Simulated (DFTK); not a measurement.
# Zr (P6_3/mmc) in DFTK: equation of state

Aim: energy against volume of Zr in PBE, for its equilibrium volume and stiffness.

Everything below comes from runs of DFTK 0.8.2. Logs are shortened: lines on timing, memory, paths and dates and some standing lists are left out, and cuts for length are marked.

### 1 The structure

The structure is hexagonal, space group P6_3/mmc (No. 194). Conventional cell: a = 3.232 Å, b = 3.232 Å, c = 5.147 Å, α = 90.00°, β = 90.00°, γ = 120.00°. Around Zr (site symmetry -6m2) lie 12 Zr at 3.18 to 3.23 Å.

### 2 Equation of state, PBE

Contents of run.jl:

```julia
using DFTK
using PseudoPotentialData
using Unitful, UnitfulAtomic
using LinearAlgebra, Printf
include("save.jl")
disable_threading()

# lattice vectors are the columns
lattice = austrip(1u"Å") * [         3.232         -1.616            0.0;
                      0.0    2.798994105            0.0;
                      0.0            0.0          5.147]
symbols   = [:Zr, :Zr]
positions = [[0.6666666667, 0.3333333333, 0.75],
             [0.3333333333, 0.6666666667, 0.25]]
pseudopotentials = PseudoFamily("dojo.nc.sr.pbe.v0_4_1.standard.upf")
elements = Dict(s => ElementPsp(s, pseudopotentials) for s in unique(symbols))
atoms    = [elements[s] for s in symbols]

build_model(lattice, positions; symmetries=true) =
    model_DFT(lattice, atoms, positions;
              functionals=PBE(),
              temperature=austrip(0.05u"eV"),
              smearing=Smearing.FermiDirac(),
              symmetries)
Ecut  = 33.0  # hartree
kgrid = [9, 9, 5]
tol   = 1e-6
to_GPa = ustrip(uconvert(u"GPa", 1u"hartree/bohr^3"))

results["points"] = []
for scale in [0.94, 0.96, 0.98, 1.0, 1.02, 1.04, 1.06]
    println("\n=== scale = ", scale)
    model = build_model(cbrt(scale) * lattice, positions)
    basis = PlaneWaveBasis(model; Ecut, kgrid)
    t0 = time()
    scfres = self_consistent_field(basis;
                                   tol,
                                   nbandsalg=AdaptiveBands(model; n_bands_converge=17))
    seconds = time() - t0
    @printf "SCF: %d iterations, %.1f s\n" scfres.n_iter seconds
    forces = compute_forces_cart(scfres)
    stress = compute_stresses_cart(scfres)
    @printf "V = %.5f Å^3  F = %.8f Ha  max force = %.5f eV/Å  p = %.4f GPa\n" ustrip(auconvert(u"Å^3", model.unit_cell_volume)) scfres.energies.total ustrip(auconvert(u"eV/Å", maximum(norm, forces))) (-tr(stress) / 3 * to_GPa)
    push!(results["points"], save_scf!(scfres; forces, stress, d=Dict{String,Any}("seconds" => seconds, "n_matvec" => get(scfres, :n_matvec, 0))))
end

# third-order Birch-Murnaghan fit in x = V^(-2/3)
V = [0.94, 0.96, 0.98, 1.0, 1.02, 1.04, 1.06] * abs(det(lattice))
E = [p["total"] for p in results["points"]]
x = V .^ (-2 / 3)
c = [x .^ 0 x x .^ 2 x .^ 3] \ E
Δ = c[3]^2 - 3c[2] * c[4]
if Δ > 0
    x0 = (-c[3] + sqrt(Δ)) / 3c[4]
    B0 = 4 / 9 * x0^(7 / 2) * (2c[3] + 6c[4] * x0)
    @printf "V0 = %.4f Å^3  B0 = %.2f GPa\n" ustrip(auconvert(u"Å^3", x0^(-3 / 2))) B0 * to_GPa
end
```

Potentials or basis: dojo.nc.sr.pbe.v0_4_1.standard.upf (PBE).

Run with:

```console
$ julia --threads=1 run.jl  # save.jl only writes the numbers to a file and isn't shown; printed stress counts tension as positive; times include loading and compiling
```

The log of the run:

```text
=== scale = 0.94
n     Energy            log10(ΔE)   log10(Δρ)   Diag   Δtime
---   ---------------   ---------   ---------   ----   ------
  1   -101.2270220042                   -0.94    4.4    10.3s
  2   -101.2349621685       -2.10       -1.17    1.0    6.94s
  3   -101.2399253519       -2.30       -2.04    3.0    8.31s
  4   -101.2399703920       -4.35       -2.33    2.0    6.57s
  5   -101.2399960947       -4.59       -3.31    2.2    7.04s
  6   -101.2399965935       -6.30       -3.79    3.3    8.24s
  7   -101.2399965996       -8.21       -4.48    2.3    6.58s
  8   -101.2399966000       -9.33       -4.88    3.0    7.95s
  9   -101.2399966001      -10.12       -5.48    1.9    6.05s
 10   -101.2399966001      -10.82       -5.99    2.4    6.62s
[... 57 further cycles ...]
  2   -101.2349021159       -2.06       -1.16    1.0    5.79s
  3   -101.2409464077       -2.22       -2.00    3.3    7.92s
  4   -101.2409971131       -4.29       -2.25    1.8    6.75s
  5   -101.2410386763       -4.38       -3.39    2.2    7.20s
  6   -101.2410392337       -6.25       -3.77    4.0    10.1s
  7   -101.2410392382       -8.35       -4.51    1.9    6.32s
  8   -101.2410392389       -9.12       -4.84    3.5    8.01s
  9   -101.2410392390      -10.19       -5.66    1.5    6.27s
 10   -101.2410392390      -10.96       -5.92    3.1    8.52s
 11   -101.2410392390      -12.34       -6.37    1.8    6.36s
SCF: 11 iterations, 83.8 s
V = 49.35525 Å^3  F = -101.24103924 Ha  max force = 0.00000 eV/Å  p = -4.5580 GPa
V0 = 46.8399 Å^3  B0 = 94.48 GPa
```

It took 16 min on 1 thread of Intel Xeon Platinum 8259CL at 2.50GHz (Skylake/Cascade Lake), shared host; peak memory 1.8 GiB.

What came out:

| Quantity | Value |
| --- | --- |
| Equilibrium volume | 23.42 Å³/atom |
| Bulk modulus at fixed shape and positions | 94 GPa |
| Pressure derivative of the bulk modulus | 3.2 |

Energy against volume, from the lowest point:
| volume (Å³/atom) | energy (meV/atom) |
| --- | --- |
| 21.884 | 32.42 |
| 22.350 | 15.16 |
| 22.815 | 4.53 |
| 23.281 | 0.00 |
| 23.746 | 1.07 |
| 24.212 | 7.29 |
| 24.678 | 18.24 |

Caveat: the cell was scaled at fixed shape and fractional positions, which overstates the stiffness of a crystal with free parameters, most of all of layers and chains.

### 3 Single point, PBE, 21.88 Å³/atom (volume scaled by 0.94)

run.jl is that of step 2.

Potentials or basis: dojo.nc.sr.pbe.v0_4_1.standard.upf (PBE).

Run with:

```console
$ julia --threads=1 run.jl  # one pass of the loop, scale = 0.94; save.jl only writes the numbers to a file and isn't shown; printed stress counts tension as positive; times include loading and compiling
```

Run time: 82 s. Hardware: 1 thread of Intel Xeon Platinum 8259CL at 2.50GHz (Skylake/Cascade Lake), shared host.

Results (log left out):

| Item | Value |
| --- | --- |
| Free energy | -2754.8807 eV |
| Pressure | 7.1 GPa |
| Band gap on the k mesh | none (metal or under the smearing width) |

### 4 Single point, PBE, 22.35 Å³/atom (volume scaled by 0.96)

run.jl is that of step 3.

Run with:

```console
$ julia --threads=1 run.jl  # one pass of the loop, scale = 0.96; save.jl only writes the numbers to a file and isn't shown; printed stress counts tension as positive; times include loading and compiling
```

Run time: 74 s. Hardware: 1 thread of Intel Xeon Platinum 8259CL at 2.50GHz (Skylake/Cascade Lake), shared host.

It converged, with:

```
Free energy            : -2754.9152 eV
Pressure               : 4.7 GPa
Band gap on the k mesh : none (metal or under the smearing width)
```

### 5 Single point, PBE, 22.82 Å³/atom (volume scaled by 0.98)

run.jl is that of step 4.

Run with:

```console
$ julia --threads=1 run.jl  # one pass of the loop, scale = 0.98; save.jl only writes the numbers to a file and isn't shown; printed stress counts tension as positive; times include loading and compiling
```

Wall time 77 s (1 thread of Intel Xeon Platinum 8259CL at 2.50GHz (Skylake/Cascade Lake), shared host).

Results (log left out):

- Free energy: -2754.9364 eV
- Pressure: 2.6 GPa
- Band gap on the k mesh: none (metal or under the smearing width)

### 6 Single point, PBE, 23.28 Å³/atom

run.jl is that of step 5.

Potentials or basis: dojo.nc.sr.pbe.v0_4_1.standard.upf (PBE).

Run with:

```console
$ julia --threads=1 run.jl  # one pass of the loop, scale = 1.0; save.jl only writes the numbers to a file and isn't shown; printed stress counts tension as positive; times include loading and compiling
```

It took 85 s on 1 thread of Intel Xeon Platinum 8259CL at 2.50GHz (Skylake/Cascade Lake), shared host.

What came out:

```
Free energy            : -2754.9455 eV
Pressure               : 0.5 GPa
Band gap on the k mesh : none (metal or under the smearing width)
```

### 7 Single point, PBE, 23.75 Å³/atom (volume scaled by 1.02)

run.jl is that of step 6.

Run with:

```console
$ julia --threads=1 run.jl  # one pass of the loop, scale = 1.02; save.jl only writes the numbers to a file and isn't shown; printed stress counts tension as positive; times include loading and compiling
```

Run time: 75 s. Hardware: 1 thread of Intel Xeon Platinum 8259CL at 2.50GHz (Skylake/Cascade Lake), shared host.

Results (log left out):

* Free energy: -2754.9434 eV
* Pressure: -1.3 GPa
* Band gap on the k mesh: none (metal or under the smearing width)

### 8 Single point, PBE, 24.21 Å³/atom (volume scaled by 1.04)

run.jl is that of step 7.

Run with:

```console
$ julia --threads=1 run.jl  # one pass of the loop, scale = 1.04; save.jl only writes the numbers to a file and isn't shown; printed stress counts tension as positive; times include loading and compiling
```

Run time: 82 s. Hardware: 1 thread of Intel Xeon Platinum 8259CL at 2.50GHz (Skylake/Cascade Lake), shared host.

It converged, with:

```yaml
Free_energy: -2754.9309 eV
Pressure: -3.0 GPa
Band_gap_on_the_k_mesh: none (metal or under the smearing width)
```

### 9 Single point, PBE, 24.68 Å³/atom (volume scaled by 1.06)

run.jl is that of step 8.

Potentials or basis: dojo.nc.sr.pbe.v0_4_1.standard.upf (PBE).

Run with:

```console
$ julia --threads=1 run.jl  # one pass of the loop, scale = 1.06; save.jl only writes the numbers to a file and isn't shown; printed stress counts tension as positive; times include loading and compiling
```

Run time: 84 s. Hardware: 1 thread of Intel Xeon Platinum 8259CL at 2.50GHz (Skylake/Cascade Lake), shared host.

Results (log left out):

* Free energy: -2754.9090 eV
* Pressure: -4.6 GPa
* Band gap on the k mesh: none (metal or under the smearing width)
